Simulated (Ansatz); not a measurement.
`O=C[SiH2][SiH3]` + `C=C([SiH3])CC` → `C=C([SiH3])[SiH2][SiH3]` + `CCC=O`  (formal exchange of groups at the Si–C bond)

Isolated molecules relaxed with PBE0-D4/def2-TZVP in Ansatz; ΔE leaves out vibrations. CCSD(T)/CBS is the MP2 limit (def2-TZVPP, def2-QZVPP) plus CCSD(T) − MP2 in def2-TZVPP, frozen cores. DFT in def2-TZVPP. B3LYP here is the variant with VWN-RPA as its local correlation; programs differ in this. One conformer a species, not always the lowest.

`O=C[SiH2][SiH3]`:

```xyz
10

O    -0.842   -1.545   -2.071
C    -0.080   -1.501   -1.140
Si   -0.502   -0.604    0.513
Si    0.434    1.542    0.424
H     0.930   -1.970   -1.234
H     0.116   -1.371    1.630
H    -1.977   -0.554    0.668
H     0.204    2.256    1.708
H    -0.182    2.314   -0.686
H     1.898    1.433    0.188
```

`C=C([SiH3])CC`:

Z-matrix (Å, degrees):
```
Si
C 1 1.871
H 1 1.489 2 112.1
H 1 1.490 2 110.1 3 119.2
H 1 1.486 2 109.2 3 -120.5
C 2 1.504 1 119.7 3 -67.1
C 2 1.333 1 118.8 3 113.4
C 6 1.524 2 113.3 1 62.2
H 6 1.097 2 109.0 1 -59.1
H 6 1.095 2 109.1 1 -175.1
H 7 1.089 2 121.4 1 179.5
H 7 1.085 2 122.3 1 -0.3
H 8 1.092 6 110.9 2 59.0
H 8 1.092 6 110.8 2 179.2
H 8 1.093 6 111.6 2 -60.9
```

`C=C([SiH3])[SiH2][SiH3]`:

```xyz
15

C    -1.634    0.460   -1.392
C    -0.738   -0.209   -0.658
Si    0.419   -1.409   -1.497
Si   -0.643    0.094    1.183
Si    1.401    1.082    1.765
H    -2.332    1.171   -0.953
H    -1.716    0.329   -2.470
H     0.110   -1.456   -2.951
H     1.833   -0.987   -1.306
H     0.274   -2.769   -0.911
H    -1.768    0.984    1.587
H    -0.764   -1.195    1.921
H     2.533    0.174    1.434
H     1.439    1.372    3.225
H     1.585    2.358    1.021
```

`CCC=O`:

```xyz
10

C     0.662   -0.926   -0.222
C    -0.025    0.415   -0.452
C    -0.872    0.808    0.721
O    -2.032    1.109    0.666
H     1.338   -1.161   -1.045
H     1.251   -0.917    0.699
H    -0.069   -1.734   -0.145
H    -0.648    0.410   -1.348
H     0.735    1.197   -0.573
H    -0.339    0.800    1.700
```

```csv
level,ΔE (kcal/mol),difference from CCSD(T)/CBS
PBE-D4,-10.7,1.0
r2SCAN-D4,-11.6,0.1
B3LYP-D4,-11.4,0.3
ωB97X-V,-11.8,-0.1
ωB97M-V,-11.8,-0.1
PBE,-10.3,1.4
B3LYP,-10.8,0.9
HF/def2-TZVPP,-13.2,-1.5
MP2/def2-TZVPP,-12.6,-0.9
SCS-MP2/def2-TZVPP,-12.1,-0.4
CCSD/def2-TZVPP,-12.0,-0.3
HF/def2-QZVPP,-13.2,-1.5
MP2/def2-QZVPP,-12.5,-0.8
SCS-MP2/def2-QZVPP,-12.0,-0.3
HF/CBS(def2),-13.2,-1.5
MP2/CBS(def2),-12.5,-0.8
CCSD(T)/CBS,-11.7,0
```

Largest T1 diagnostic among the species: 0.016.

From PBE to PBE0 (25 % exact exchange), in def2-TZVPP and without D4, ΔE moves by −1.2 kcal/mol.

CCSD(T)/CBS has its own doubt, a few kJ/mol and more with outer-core shells, so smaller differences from it don't rank the levels.
